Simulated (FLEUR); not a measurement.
Input of a FLEUR MaX-R8.1 (later development tree) run:

The input inp.xml:

```xml
<?xml version="1.0" encoding="UTF-8" standalone="no"?>
<fleurInput fleurInputVersion="0.39">
   <comment>
      Zr                                                                                                  
   </comment>
   <calculationSetup>
      <cutoffs Kmax="4.5" Gmax="22.5" GmaxXC="22.5" numbands="0"/>
      <scfLoop itmax="60" minDistance="0.00001" maxIterBroyd="15" imix="Anderson" alpha="0.05" precondParam="0.0" spinf="2.0" sdNocoIR="T"/>
      <coreElectrons ctail="T" frcor="F" kcrel="0" coretail_lmax="0"/>
      <xcFunctional name="pbe" relativisticCorrections="F"/>
      <magnetism jspins="1"/>
      <soc l_soc="F" theta="0.0" phi="0.0" spav="F"/>
      <expertModes spex="0" secvar="F"/>
      <geometryOptimization l_f="F" forcealpha="1.0" forcemix="BFGS" epsdisp="0.00001" epsforce="0.00001"/>
      <ldaU l_linMix="F" mixParam="0.05" spinf="1.0"/>
   </calculationSetup>
   <cell>
      <bzIntegration valenceElectrons="12.0" mode="hist" fermiSmearingEnergy="0.00183747">
         <kPointListSelection listName="default-1"/>
         <!-- k-points included here -->
         <xi:include xmlns:xi="http://www.w3.org/2001/XInclude" href="kpts.xml"> </xi:include>
      </bzIntegration>
      <!-- symmetry operations included here -->
      <xi:include xmlns:xi="http://www.w3.org/2001/XInclude" href="sym.xml"> </xi:include>
      <bulkLattice scale="1.0">
         <bravaisMatrix>
            <row-1>   -3.4204042855259997     3.4204042855259997     3.4204042855259997</row-1>
            <row-2>    3.4204042855259997    -3.4204042855259997     3.4204042855259997</row-2>
            <row-3>    3.4204042855259997     3.4204042855259997    -3.4204042855259997</row-3>
         </bravaisMatrix>
      </bulkLattice>
   </cell>
   <atomSpecies>
      <species name="Zirconium (Zr)" element="Zr" atomicNumber="40">
         <mtSphere radius="2.66" gridPoints="879" logIncrement="0.015"/>
         <atomicCutoffs lmax="10" lnonsphr="8"/>
         <electronConfig flipSpins="F">
            <coreConfig>(1s1/2) (2s1/2) (2p1/2) (2p3/2) (3s1/2) (3p1/2) (3p3/2) (3d3/2) (3d5/2)</coreConfig>
            <valenceConfig>(4s1/2) (4p1/2) (4p3/2) (5s1/2) (4d3/2) (4d5/2)</valenceConfig>
            <stateOccupation state="(4d3/2)" spinUp="0.400000" spinDown="0.400000"/>
            <stateOccupation state="(4d5/2)" spinUp="0.600000" spinDown="0.600000"/>
         </electronConfig>
         <energyParameters s="5" p="5" d="4" f="4"/>
         <lo type="SCLO" l="0" n="4" eDeriv="0"/>
         <lo type="SCLO" l="1" n="4" eDeriv="0"/>
         <lo type="SCLO" l="1" n="4" eDeriv="1"/>
         <lo type="SCLO" l="2" n="4" eDeriv="2"/>
         <lo type="SCLO" l="3" n="4" eDeriv="2"/>
      </species>
   </atomSpecies>
   <atomGroups>
      <atomGroup species="Zirconium (Zr)">
         <relPos label="                   1">.0000000000 .0000000000 .0000000000</relPos>
         <force calculate="T" relaxXYZ="TTT"/>
      </atomGroup>
   </atomGroups>
   <output dos="F" band="F" slice="F">
      <checks vchk="F" cdinf="F"/>
      <bandDOS minEnergy="-.5*Htr" maxEnergy="0.5*Htr" sigma="0.015" storeEVData="T"/>
      <vacuumDOS vacdos="F" integ="F" star="F" nstars="0" locx1="0.0" locy1="0.0" locx2="0.0" locy2="0.0" nstm="0" tworkf="0.0"/>
      <unfoldingBand unfoldBand="F" supercellX="1" supercellY="1" supercellZ="1"/>
      <plotting iplot="0" polar="F">
         <plot TwoD="T" vec1="  1.0  0.0  0.0" vec2="  0.0  1.0  0.0" vec3="  0.0  0.0  1.0" zero="  0.0  0.0  0.0" file="plot"/>
      </plotting>
      <chargeDensitySlicing numkpt="0" minEigenval="0.0" maxEigenval="0.0" nnne="0" pallst="F"/>
      <specialOutput eonly="F"/>
      <moessbauerParams electricFieldGradient="T" isomerShift="T" coreHyperfine="T" valenceHyperfine="T"/>
      <magneticCircularDichroism mcd="F" energyLo="-10.0" energyUp="0.0"/>
   </output>
  <!-- We include the file relax.xml here to enable relaxations (see documentation) -->
  <xi:include xmlns:xi="http://www.w3.org/2001/XInclude" href="relax.xml"> <xi:fallback/> </xi:include>
</fleurInput>
```

Contents of crystal.txt:

```
Zr
&input cartesian=F /
-1.8100000000  1.8100000000  1.8100000000
1.8100000000  -1.8100000000  1.8100000000
1.8100000000  1.8100000000  -1.8100000000
1.8897261246
1.0 1.0 1.0

1
40 0.0000000000  0.0000000000  0.0000000000

&kpt div1=10 div2=10 div3=10 gamma=T /
```

Potentials or basis: all-electron, FLAPW.

The run is started by

```bash
$ inpgen -f crystal.txt -profile moderate
$ # inp.xml edited to the form shown
$ fleur_MPI
```

Q: Predict the band gap on the k mesh.

A: None (metal or under the smearing width).

Core levels (eV from the Fermi level):
```
atom                                                                                                                             levels
1 Zr  1s1/2 -17811.2, 2s1/2 -2462.2, 2p1/2 -2253.4, 2p3/2 -2167.5, 3s1/2 -398.5, 3p1/2 -320.7, 3p3/2 -307.0, 3d3/2 -170.0, 3d5/2 -167.5
```
